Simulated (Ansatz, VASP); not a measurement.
## HfN: VASP beside Ansatz

```
Hf N
1.0
     0.00000    2.19416    2.19416
     2.19416    0.00000    2.19416
     2.19416    2.19416    0.00000
Hf N
1 1
Direct
  0.00000 0.00000 0.00000
  0.50000 0.50000 0.50000
```

Alike in both runs: task single point; functional LDA; k mesh 11 × 11 × 11; occupations fermi-dirac, width 0.05 eV; no spin polarisation.

|  | VASP | Ansatz |
| --- | --- | --- |
| version | VASP 6.6.1 | Ansatz 0.2.0 |
| potentials or method | VASP PAW LDA potentials, release 64 (Hf_pv, N) | plane waves, PAW |
| plane-wave cutoff (eV) | 520 | 500 |
| valence electrons in the cell | 15 | 31 |

|  | VASP | Ansatz | Ansatz less VASP |
| --- | --- | --- | --- |
| pressure (GPa) | 17.3 | 18.3 | +1.00 |

The two sets of potentials don't hold the same shells in valence.

Caveats: so large a pressure means that the cell lies far from this level's equilibrium, or that cutoff or potentials fall short (VASP). The runs have no spin-orbit coupling, so splittings on Hf are missing.
